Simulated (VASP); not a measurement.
**VASP 6.6.1 run: SrO**

INCAR

```
LCHARG = .FALSE.
SIGMA = 0.02
EDIFF = 1E-7
PREC = Accurate
IBRION = -1
AMIX = 0.2
ENCUT = 400
ISMEAR = -1
GGA = PE
LWAVE = .FALSE.
ISIF = 2
LREAL = .FALSE.
NBANDS = 15
LASPH = .TRUE.
NELM = 120
NSW = 0
```

KPOINTS

```
KPOINTS created by Atomic Simulation Environment
0
Gamma
8 8 8
0 0 0
```

POSCAR

```
Sr O
 1.0000000000000000
     0.0265728912250000    2.5798923523249999    2.5798923523252575
     2.5798923523249999    0.0265728912250000    2.5798923523252575
     2.6064652436000002    2.6064652436000002    0.0000000000505150
 Sr  O
   1   1
Cartesian
  0.0000000000000000  0.0000000000000000  0.0000000000000000
  2.6064652435750006  2.6064652435750006  2.5798923523505155
```

The recommended PBE PAW datasets give the neutral cell 16 valence electrons.

Command

```
mpirun -np 1 vasp_std
```

OSZICAR

```
N       E                     dE             d eps       ncg     rms          rms(c)
DAV:   1     0.547429892994E+02    0.54743E+02   -0.72629E+03  2882   0.848E+02
DAV:   2    -0.117229709375E+02   -0.66466E+02   -0.61263E+02  3982   0.196E+02
DAV:   3    -0.141780886785E+02   -0.24551E+01   -0.24461E+01  3634   0.339E+01
DAV:   4    -0.142237977702E+02   -0.45709E-01   -0.45704E-01  3503   0.466E+00
DAV:   5    -0.142252238909E+02   -0.14261E-02   -0.14261E-02  3605   0.663E-01    0.162E+01
DAV:   6    -0.124608570066E+02    0.17644E+01   -0.15451E+00  2948   0.938E+00    0.161E+01
DAV:   7    -0.120866675040E+02    0.37419E+00   -0.74224E-01  3431   0.704E+00    0.149E+01
DAV:   8    -0.121974133296E+02   -0.11075E+00   -0.52516E-01  2969   0.600E+00    0.439E+00
DAV:   9    -0.120579501411E+02    0.13946E+00   -0.28691E-01  3004   0.438E+00    0.394E-01
DAV:  10    -0.120603548281E+02   -0.24047E-02   -0.11674E-02  3683   0.781E-01    0.345E-01
DAV:  11    -0.120613271016E+02   -0.97227E-03   -0.89806E-04  2997   0.296E-01    0.847E-02
DAV:  12    -0.120612984433E+02    0.28658E-04   -0.93138E-05  3473   0.856E-02    0.785E-02
DAV:  13    -0.120613091590E+02   -0.10716E-04   -0.18773E-05  3060   0.308E-02    0.200E-02
DAV:  14    -0.120613152177E+02   -0.60587E-05   -0.82304E-06  3025   0.229E-02    0.226E-02
DAV:  15    -0.120613151211E+02    0.96554E-07   -0.59566E-07  3522   0.614E-03
   1 F= -.12061315E+02 E0= -.12061315E+02  d E =-.797882E-13
```

From OUTCAR

```
k-points           NKPTS =     95   k-points in BZ     NKDIM =     95   number of bands    NBANDS=     15

   NELECT =      16.0000    total number of electrons

   dimension x,y,z NGX =    24 NGY =   24 NGZ =   24
   dimension x,y,z NGXF=    48 NGYF=   48 NGZF=   48

  energy-cutoff  :      400.00
  volume of cell :       34.34
      direct lattice vectors                 reciprocal lattice vectors
     0.026572891  2.579892352  2.579892352    -0.195823518  0.195823518  0.193806536
     2.579892352  0.026572891  2.579892352     0.195823518 -0.195823518  0.193806536
     2.606465244  2.606465244  0.000000000     0.191830680  0.191830680 -0.193806536

 k-points in reciprocal lattice and weights: KPOINTS created by Atomic Simulation Env
   0.00000000  0.00000000  0.00000000       0.002
   0.12500000 -0.00000000  0.00000000       0.008
   0.25000000 -0.00000000  0.00000000       0.008
   0.37500000 -0.00000000  0.00000000       0.008
   0.50000000 -0.00000000  0.00000000       0.004
   0.12500000  0.12500000  0.00000000       0.004
   0.25000000  0.12500000  0.00000000       0.008
   0.37500000  0.12500000  0.00000000       0.008
   ...

 E-fermi :   2.1208

 k-point     1 :       0.0000    0.0000    0.0000
  band No.  band energies     occupation
      1     -30.8142      2.00000
      2     -13.4677      2.00000
      3     -12.4647      2.00000
      4     -12.4605      2.00000
      5     -12.4549      2.00000
      6       1.5889      2.00000
      7       1.6089      2.00000
      8       1.6314      2.00000
      9       5.5167      0.00000
     10       7.6784      0.00000
     11       7.8012      0.00000
     12       7.9310      0.00000
     13       9.9516      0.00000
     14       9.9523      0.00000
     15      14.2777      0.00000

 k-point     2 :       0.1250   -0.0000    0.0000
  band No.  band energies     occupation
      1     -30.7945      2.00000
      2     -13.8319      2.00000
      3     -12.4763      2.00000
      4     -12.4726      2.00000
      5     -12.1434      2.00000
      6       1.1724      2.00000
      7       1.3862      2.00000
      8       1.4214      2.00000
      9       6.2188      0.00000
     10       7.7065      0.00000
     11       7.9867      0.00000
     12       8.1607      0.00000
     13      10.3517      0.00000
     14      10.3522      0.00000
     15      15.3023      0.00000

 k-point     3 :       0.2500   -0.0000    0.0000
  band No.  band energies     occupation
      1     -30.7465      2.00000
      2     -14.3944      2.00000
      3     -12.5060      2.00000
      4     -12.5037      2.00000
      5     -11.7028      2.00000
      6       0.3486      2.00000
      7       0.9523      2.00000
      8       1.0039      2.00000
      9       7.6041      0.00000
     10       7.7626      0.00000
     11       8.8248      0.00000
     12       9.0116      0.00000
     13      11.3492      0.00000
     14      11.3518      0.00000
     15      17.3126      0.00000

 ...

  Total       -0.1230980     -0.1230980     -0.1262661     -0.2389184     -0.0000000     -0.0000000
  in kB       -5.7434494     -5.7434494     -5.8912650    -11.1473481     -0.0000000     -0.0000000
  external PRESSURE =      -5.7927213 kB  Pullay stress =       0.0000000 kB

 POSITION                                       TOTAL-FORCE (eV/Angst)
 -----------------------------------------------------------------------------------
      0.00000      0.00000      0.00000         0.000000     -0.000000      0.000000
      2.60647      2.60647      2.57989        -0.000000      0.000000     -0.000000
 -----------------------------------------------------------------------------------
    total drift:                                0.000000     -0.000000      0.000000

  FREE ENERGIE OF THE ION-ELECTRON SYSTEM (eV)
  ---------------------------------------------------
  free  energy   TOTEN  =       -12.0613151211 eV

  energy  without entropy=      -12.0613151211  energy(sigma->0) =      -12.06131512
```

It converged. Results: gap between bands v and c on the k mesh 3.25 eV; least direct gap on the k mesh 3.35 eV; pressure -0.6 GPa. Band v is the last that the valence electrons fill when counted band by band, and c is the next.

These settings aren't sound, so the numbers aren't properties of the crystal.

On sound settings PBE gives a gap of 3.25 eV on its mesh and a pressure of 2.4 GPa for the intended cell.

The run took about 11 s on one core of a shared host (Intel Xeon 6975P-C) and held 0.15 GiB at most.
